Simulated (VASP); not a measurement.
# Pb (Fm-3m) in VASP: settings compared

The runs below take Pb through relaxation of cell and atoms, with r2SCAN, PBE+D3(BJ).

Everything below comes from runs of VASP 6.6.1. Logs are shortened: lines on timing, memory, paths and dates and some standing lists are left out, and cuts for length are marked.

**1. The crystal as given**

The structure is cubic, space group Fm-3m (No. 225). Conventional cell: a = 4.991 Å, b = 4.991 Å, c = 4.991 Å, α = 90.00°, β = 90.00°, γ = 90.00°. Around Pb (site symmetry m-3m) lie 12 Pb at 3.53 Å.

**2. Relaxation of cell and atoms, r2SCAN**

The input, INCAR:

```
  ALGO = Normal
  EDIFF = 1E-7
  EDIFFG = -0.005
  ENCUT = 600
  IBRION = 2
  ISIF = 3
  ISMEAR = 1
  LASPH = True
  LCHARG = False
  LMIXTAU = True
  LREAL = False
  LWAVE = False
  METAGGA = R2SCAN
  NELM = 80
  NSW = 90
  PREC = Accurate
  SIGMA = 0.1
```

The input, KPOINTS:

```
k-points
0
Gamma
  16 16 16
```

The input, POSCAR:

```
Pb                                      
1.0
   -0.0000000000      2.4954155924      2.4954155924
    2.4954155924     -0.0000000000      2.4954155924
    2.4954155924      2.4954155924      0.0000000000
  Pb            
     1
Direct
     0.0000000000000000    0.0000000000000000    0.0000000000000000
```

Potentials or basis: VASP PAW PBE potentials, release 64 (Pb_d).

Launch:

```
> cat potpaw_PBE.64/Pb_d/POTCAR > POTCAR
> mpirun -np 1 vasp_std > vasp.out
```

OUTCAR:

```text
EDIFF = 1E-7
   EDIFFG = -0.005
   ENCUT = 600
   IBRION = 2
   ISIF = 3
   ISMEAR = 1
   LASPH = True
   LREAL = False
   METAGGA = R2SCAN
   NELM = 80
   NSW = 90
   PREC = Accurate

 ion  position               nearest neighbor table
   1  0.000  0.000  0.000-

  LATTYP: Found a face centered cubic cell.
 ALAT       =     4.9908311848

  Lattice vectors:

 A1 = (   0.0000000000,   2.4954155924,   2.4954155924)
 A2 = (   2.4954155924,   0.0000000000,   2.4954155924)
 A3 = (   2.4954155924,   2.4954155924,   0.0000000000)

Analysis of symmetry for initial positions (statically):
=====================================================================
 Subroutine PRICEL returns:
 Original cell was already a primitive cell.

 Routine SETGRP: Setting up the symmetry group for a
 face centered cubic supercell.

 Subroutine GETGRP returns: Found 48 space group operations
 (whereof 48 operations were pure point group operations)
 out of a pool of 48 trial point group operations.

The static configuration has the point symmetry O_h .

Analysis of symmetry for dynamics (positions and initial velocities):
=====================================================================
 Subroutine PRICEL returns:
 Original cell was already a primitive cell.

 Routine SETGRP: Setting up the symmetry group for a
 face centered cubic supercell.

 Subroutine GETGRP returns: Found 48 space group operations
 (whereof 48 operations were pure point group operations)
 out of a pool of 48 trial point group operations.

The dynamic configuration has the point symmetry O_h .

 Subroutine INISYM returns: Found 48 space group operations
 (whereof 48 operations are pure point group operations),
 and found     1 'primitive' translations

----------------------------------------------------------------------------------------

                                     Primitive cell

  volume of cell :      31.0784

  direct lattice vectors                    reciprocal lattice vectors
     0.000000000  2.495415592  2.495415592    -0.200367426  0.200367426  0.200367426
     2.495415592  0.000000000  2.495415592     0.200367426 -0.200367426  0.200367426
     2.495415592  2.495415592  0.000000000     0.200367426  0.200367426 -0.200367426

  length of vectors
     3.529050575  3.529050575  3.529050575     0.347046563  0.347046563  0.347046563

  position of ions in fractional coordinates (direct lattice)
     0.000000000  0.000000000  0.000000000

  ion indices of the primitive-cell ions
   primitive index   ion index
                 1           1

----------------------------------------------------------------------------------------

 KPOINTS: k-points

Automatic generation of k-mesh.
 Grid dimensions read from file:
 generate k-points for:   16   16   16

 Generating k-lattice:

  Cartesian coordinates                     Fractional coordinates (reciprocal lattice)
    -0.012522964  0.012522964  0.012522964     0.062500000  0.000000000  0.000000000
     0.012522964 -0.012522964  0.012522964     0.000000000  0.062500000  0.000000000
     0.012522964  0.012522964 -0.012522964     0.000000000  0.000000000  0.062500000

  Length of vectors
     0.021690410  0.021690410  0.021690410

  Shift w.r.t. Gamma in fractional coordinates (k-lattice)
     0.000000000  0.000000000  0.000000000

 Subroutine IBZKPT returns following result:
 ===========================================

 Found    145 irreducible k-points:

 Following reciprocal coordinates:
            Coordinates               Weight
  0.000000  0.000000  0.000000      1.000000
  0.062500  0.000000  0.000000      8.000000
  0.125000  0.000000  0.000000      8.000000
  0.187500  0.000000  0.000000      8.000000
  0.250000  0.000000  0.000000      8.000000
  0.312500  0.000000  0.000000      8.000000
[... 16 lines left out ...]
 -0.125000  0.062500  0.000000     24.000000
 -0.062500  0.062500  0.000000     12.000000
 [... further k-points ...]
   k-points           NKPTS =    145   k-points in BZ     NKDIM =    145   number of bands    NBANDS=     11
   number of dos      NEDOS =    301   number of ions     NIONS =      1
   total plane-waves  NPLWV =  21952
   dimension x,y,z NGX =    28 NGY =   28 NGZ =   28
   dimension x,y,z NGXF=    56 NGYF=   56 NGZF=   56
   ions per type =               1
   NGX,Y,Z   is equivalent  to a cutoff of  13.19, 13.19, 13.19 a.u.
   NGXF,Y,Z  is equivalent  to a cutoff of  26.38, 26.38, 26.38 a.u.
 SYSTEM =  unknown system
   PREC   = accura    normal or accurate (medium, high low for compatibility)
   ISTART =      0    job   : 0-new  1-cont  2-samecut
   ICHARG =      2    charge: 1-file 2-atom 10-const
   ISPIN  =      1    spin polarized calculation?
   LNONCOLLINEAR =      F non collinear calculations
   LSORBIT =      F    spin-orbit coupling
   LASPH  =      T    aspherical Exc in radial PAW
   ENCUT  =  600.0 eV  44.10 Ry    6.64 a.u.   7.05  7.05  7.05*2*pi/ulx,y,z
   NELM   =     80;   NELMIN=  2; NELMDL= -5     # of ELM steps
   EDIFF  = 0.1E-06   stopping-criterion for ELM
   LREAL  =      F    real-space projection
   EDIFFG = -.5E-02   stopping-criterion for IOM
   NSW    =     90    number of steps for IOM
   IBRION =      2    ionic relax: 0-MD 1-quasi-New 2-CG
   NFREE  =      1    steps in history (QN), initial steepest desc. (CG)
   ISIF   =      3    stress and relaxation
   ISYM   =      2    0-nonsym 1-usesym 2-fastsym
   POTIM  = 0.5000    time-step for ionic-motion
   TEBEG  =    0.0;   TEEND  =   0.0 temperature during run
   PSTRESS=    0.0 pullay stress
   NELECT =      14.0000    total number of electrons
   NUPDOWN=      -1.0000    fix difference up-down
   EMIN   =  10.00;   EMAX   =-10.00  energy-range for DOS
   EFERMI =   0.00;   METHOD = LEGACY
   ISMEAR =     1;   SIGMA  =   0.10  broadening in eV -4-tet -1-fermi 0-gaus
   EFERMI_NEDOS =   21; number of points for ismear=-14 and -15
   IALGO  =     38    algorithm
   IMIX   =      4    mixing-type and parameters
     AMIX     =   0.40;   BMIX     =  1.00
     AMIX_MAG =   1.60;   BMIX_MAG =  1.00
  volume/ion in A,a.u.               =      31.08       209.73
  Fermi-wavevector in a.u.,A,eV,Ry     =   1.254964  2.371538 21.428289  1.574935
  Thomas-Fermi vector in A             =   2.388744
   LORBIT       =      0    0 simple, 1 ext, 2 COOP (PROOUT), +10 PAW based schemes
   METAGGA = R2SCAN    functional components
   LHFCALC =     F    Hartree Fock is set to
   AEXX    =    0.0000 exact exchange contribution
   IVDW    =     0    specifies the selected vdW correction
   LEPSILON=     F    determine dielectric tensor
   LRPA    =     F    only Hartree local field effects (RPA)
 conjugate gradient relaxation of ions
 non-spin polarized calculation
 Methfessel and Paxton  Order N= 1 SIGMA  =   0.10
  energy-cutoff  :      600.00
  volume of cell :       31.08
 maximum number of plane-waves:      1056
   NGX = 15   NGY = 15   NGZ = 15

 number of electron      14.0000000 magnetization

 Free energy of the ion-electron system (eV)
  ---------------------------------------------------
  ext. energy  EPLUGINS =         0.00000000
  ---------------------------------------------------
  free energy    TOTEN  =       -56.28129496 eV

  energy without entropy =      -56.28086173  energy(sigma->0) =      -56.28115055

 E-fermi :   7.0259     XC(G=0): -10.7946

 val. band max:        6.9998234323   @ k =  -0.4375   0.3750   0.1875
 cond. band min:       7.0514842558   @ k =  -0.3125   0.3125   0.1250
 fundamental gap:      0.0516608235
 Fermi energy:         7.0258682845

 k-point     1 :       0.0000    0.0000    0.0000
  band No.  band energies     occupation
      1     -10.7592      2.00000
      2     -10.7592      2.00000
      3     -10.7592      2.00000
      4     -10.6220      2.00000
      5     -10.6220      2.00000
      6      -5.1778      2.00000
      7      14.4812      0.00000
      8      14.4812      0.00000
      9      14.4812      0.00000
     10      17.3523      0.00000
     11      18.9186      0.00000

 k-point     2 :       0.0625    0.0000    0.0000
  band No.  band energies     occupation
      1     -10.7593      2.00000
      2     -10.7535      2.00000
      3     -10.7535      2.00000
      4     -10.6224      2.00000
      5     -10.6224      2.00000
      6      -5.1008      2.00000
      7      13.5429      0.00000
      8      14.3829      0.00000
      9      14.3829      0.00000
     10      17.1154      0.00000
     11      19.3388      0.00000

 k-point     3 :       0.1250    0.0000    0.0000
  band No.  band energies     occupation
      1     -10.7599      2.00000
      2     -10.7394      2.00000
      3     -10.7394      2.00000
      4     -10.6212      2.00000
      5     -10.6212      2.00000
      6      -4.8696      2.00000
      7      11.6820      0.00000
      8      14.1244      0.00000
      9      14.1244      0.00000
     10      16.8120      0.00000
     11      20.0792      0.00000

 k-point     4 :       0.1875    0.0000    0.0000
  band No.  band energies     occupation
      1     -10.7622      2.00000
      2     -10.7266      2.00000
      3     -10.7266      2.00000
      4     -10.6110      2.00000
      5     -10.6110      2.00000
      6      -4.4852      2.00000
      7       9.6766      0.00000
      8      13.7806      0.00000
      9      13.7806      0.00000
     10      16.5767      0.00000
     11      19.9926      0.00000

 k-point     5 :       0.2500    0.0000    0.0000
  band No.  band energies     occupation
      1     -10.7668      2.00000
      2     -10.7241      2.00000
      3     -10.7241      2.00000
      4     -10.5858      2.00000
      5     -10.5858      2.00000
      6      -3.9527      2.00000
      7       7.7386     -0.00000
      8      13.4197      0.00000
      9      13.4197      0.00000
     10      16.4298      0.00000
     11      19.1109      0.00000
[... 211 lines left out ...]
 k-point    21 :      -0.2500    0.0625    0.0000
  band No.  band energies     occupation
      1     -10.7670      2.00000
      2     -10.7234      2.00000
      3     -10.7186      2.00000
      4     -10.5960      2.00000
      5     -10.5583      2.00000
      6      -3.6782      2.00000
      7       7.1661     -0.06341
      8      12.0947      0.00000
      9      13.7573      0.00000
     10      16.8960      0.00000
     11      18.2347      0.00000

 k-point    22 :      -0.1875    0.0625    0.0000
  band No.  band energies     occupation
      1     -10.7644      2.00000
      2     -10.7198      2.00000
      3     -10.7183      2.00000
      4     -10.6240      2.00000
      5     -10.5871      2.00000
      6      -4.2558      2.00000
      7       9.0366      0.00000
      8      12.4294      0.00000
      9      14.1746      0.00000
     10      16.9871      0.00000
     11      19.0059      0.00000

 k-point    23 :      -0.1250    0.0625    0.0000
  band No.  band energies     occupation
      1     -10.7632      2.00000
      2     -10.7310      2.00000
      3     -10.7261      2.00000
      4     -10.6324      2.00000
      5     -10.6069      2.00000
      6      -4.6900      2.00000
      7      10.9746      0.00000
      8      12.8771      0.00000
      9      14.4688      0.00000
     10      17.0571      0.00000
     11      19.7987      0.00000

 k-point    24 :      -0.0625    0.0625    0.0000
  band No.  band energies     occupation
      1     -10.7618      2.00000
      2     -10.7466      2.00000
      3     -10.7404      2.00000
      4     -10.6286      2.00000
      5     -10.6167      2.00000
      6      -4.9724      2.00000
      7      12.6912      0.00000
      8      13.5306      0.00000
      9      14.5482      0.00000
     10      17.0547      0.00000
     11      19.4645      0.00000

 [... further k-points ...]
[... 5 lines left out ...]
  --------------------------------------------------------------------------------------
  -------------------------------------------------------------------------------------
  Total        0.0009648      0.0009648      0.0009648     -0.0000000      0.0000000     -0.0000000
  in kB        0.0497359      0.0497359      0.0497359     -0.0000000      0.0000000     -0.0000000
  external PRESSURE =       0.0497359 kB  Pullay stress =       0.0000000 kB

 VOLUME and BASIS-vectors are now :
 -----------------------------------------------------------------------------
  energy-cutoff  :      600.00
  volume of cell :       31.08
      direct lattice vectors                 reciprocal lattice vectors
     0.000000000  2.495415592  2.495415592    -0.200367426  0.200367426  0.200367426
     2.495415592  0.000000000  2.495415592     0.200367426 -0.200367426  0.200367426
     2.495415592  2.495415592  0.000000000     0.200367426  0.200367426 -0.200367426

 POSITION                                       TOTAL-FORCE (eV/Angst)
 -----------------------------------------------------------------------------------
      0.00000      0.00000      0.00000        -0.000000      0.000000     -0.000000
 -----------------------------------------------------------------------------------
    total drift:                               -0.000000     -0.000000     -0.000000

  FREE ENERGIE OF THE ION-ELECTRON SYSTEM (eV)
  ---------------------------------------------------
  free  energy   TOTEN  =       -56.2812949551 eV

  energy  without entropy=      -56.2808617292  energy(sigma->0) =      -56.28115055

 reached required accuracy - stopping structural energy minimisation
```

Run time: 3.7 min. Hardware: 1 thread of Intel Xeon Platinum 8559C (Emerald Rapids), shared host; peak memory 0.21 GiB.

Results:

```yaml
Free_energy: -56.2813 eV
Pressure_after_relaxing: 0.0 GPa
Band_gap_on_the_k_mesh: none (metal or under the smearing width)
```

Final structure:
```xyz
1
Lattice="0.0000 2.4954 2.4954 2.4954 0.0000 2.4954 2.4954 2.4954 0.0000" Properties=species:S:1:pos:R:3 pbc="T T T"
Pb    0.0000    0.0000    0.0000
```

Caveat: the relaxation stopped at its first step, so nothing moved; the PAW data sets were made with another functional, which shifts forces and pressure a little. The run has no spin-orbit coupling, so splittings on Pb are missing.

**3. Relaxation of cell and atoms, PBE+D3(BJ)**

This run uses another cell than the first one, of 30.32 Å³/atom, 0.976 times its volume.

The input, INCAR:

```
SYSTEM = Pb
PREC = Accurate
ENCUT = 600
EDIFF = 1E-6
ISMEAR = 1
SIGMA = 0.1
LREAL = .FALSE.
LASPH = .TRUE.
NELM = 80
ALGO = Normal
ISIF = 3
LWAVE = .FALSE.
LCHARG = .FALSE.
GGA = PE
IVDW = 12
IBRION = 2
NSW = 90
EDIFFG = -0.01
```

The input, KPOINTS:

```
regular mesh
0
G
  16 16 16
  0 0 0
```

The input, POSCAR:

```
Pb
1.0
    0.0000000000      2.4750200000      2.4750200000
    2.4750200000      0.0000000000      2.4750200000
    2.4750200000      2.4750200000      0.0000000000
Pb
1
Direct
    0.0000000000      0.0000000000      0.0000000000
```

Potentials or basis: VASP PAW PBE potentials, release 64 (Pb_d).

Launch:

```
> cat potpaw_PBE.64/Pb_d/POTCAR > POTCAR
> mpirun -np 1 vasp_std > vasp.out
```

Run time: 71 s. Hardware: 1 thread of Intel Xeon Platinum 8259CL at 2.50GHz (Skylake/Cascade Lake), shared host; peak memory 0.21 GiB.

It converged, with:

```yaml
Free_energy: -3.9636 eV
Relaxed_volume: 30.39 Å³/atom
Relaxed_cell: a = 3.503 Å, b = 3.503 Å, c = 3.503 Å, α = 60.00°, β = 60.00°, γ = 60.00°
Space_group_after_relaxing_to_0.05_Å: Fm-3m (No. 225)
Energy_gained_by_relaxing: 0.0 meV/atom
Ionic_steps: 2
Pressure_after_relaxing: 0.0 GPa
Band_gap_on_the_k_mesh: none (metal or under the smearing width)
Dispersion_energy_per_atom: -0.409 eV
```

Final structure:
```
CELL_PARAMETERS angstrom
0.00000 2.47673 2.47673
2.47673 0.00000 2.47673
2.47673 2.47673 0.00000
ATOMIC_POSITIONS crystal
Pb 0.00000 0.00000 0.00000
```

Levels at points of the mesh, in eV from the Fermi level:
| k point | band 5 | band 6 | band 7 | band 8 | band 9 | band 10 |
| --- | --- | --- | --- | --- | --- | --- |
| (0.00, 0.00, 0.00) | -17.01 | -11.82 | 7.33 | 7.33 | 7.33 | 9.69 |
| (0.50, 0.00, 0.00) | -16.88 | -8.20 | -4.27 | 5.49 | 5.49 | 9.16 |
| (0.50, 0.50, 0.00) | -16.84 | -6.80 | -3.34 | 1.97 | 1.97 | 5.30 |

Caveat: pairwise dispersion overbinds metals, which lowers pressure and volume. The run has no spin-orbit coupling, so splittings on Pb are missing.

**4. Relaxation of cell and atoms, PBE+D3(BJ)**

This run uses another cell than the first one, of 30.39 Å³/atom, 0.978 times its volume.

Edit INCAR of step 3 so:

```diff
@@ -3,3 +3,3 @@
 ENCUT = 600
-EDIFF = 1E-6
+EDIFF = 1E-7
 ISMEAR = 1
@@ -17,2 +17,2 @@
 NSW = 90
-EDIFFG = -0.01
+EDIFFG = -0.005
```

KPOINTS is that of step 3.

The input, POSCAR:

```
Pb                                      
1.0
   -0.0000000000      2.4767325678      2.4767325678
    2.4767325678     -0.0000000000      2.4767325678
    2.4767325678      2.4767325678     -0.0000000000
  Pb            
     1
Direct
     1.0000000000000000    1.0000000000000000    0.0000000000000000
```

Launch:

```
> cat potpaw_PBE.64/Pb_d/POTCAR > POTCAR
> mpirun -np 1 vasp_std > vasp.out
```

It took 51 s on 1 thread of Intel Xeon Platinum 8259CL at 2.50GHz (Skylake/Cascade Lake), shared host; peak memory 0.2 GiB.

The run converged. Its results:

```yaml
Free_energy: -3.9636 eV
Pressure_after_relaxing: 0.0 GPa
Band_gap_on_the_k_mesh: none (metal or under the smearing width)
Dispersion_energy_per_atom: -0.409 eV
```

Final structure:
```cif
data_structure
_symmetry_space_group_name_H-M 'P 1'
_symmetry_Int_Tables_number 1
_cell_length_a 3.5026
_cell_length_b 3.5026
_cell_length_c 3.5026
_cell_angle_alpha 60.000
_cell_angle_beta 60.000
_cell_angle_gamma 60.000
_cell_volume 30.39
loop_
_atom_site_label
_atom_site_type_symbol
_atom_site_fract_x
_atom_site_fract_y
_atom_site_fract_z
_atom_site_occupancy
Pb1 Pb 0.00000 0.00000 0.00000 1
```

Levels at points of the mesh, in eV from the Fermi level:
| k point | band 3 | band 4 | band 5 | band 6 | band 7 | band 8 | band 9 | band 10 | band 11 |
| --- | --- | --- | --- | --- | --- | --- | --- | --- | --- |
| (0.00, 0.00, 0.00) | -17.15 | -17.01 | -17.01 | -11.82 | 7.33 | 7.33 | 7.33 | 9.69 | 11.24 |
| (0.50, 0.00, 0.00) | -17.14 | -16.88 | -16.88 | -8.20 | -4.27 | 5.49 | 5.49 | 9.16 | 9.37 |
| (0.50, 0.50, 0.00) | -16.89 | -16.84 | -16.84 | -6.80 | -3.34 | 1.97 | 1.97 | 5.30 | 6.57 |

Caveat: the relaxation stopped at its first step, so nothing moved; pairwise dispersion overbinds metals, which lowers pressure and volume. Spin-orbit coupling is left out, which matters for the levels of Pb.
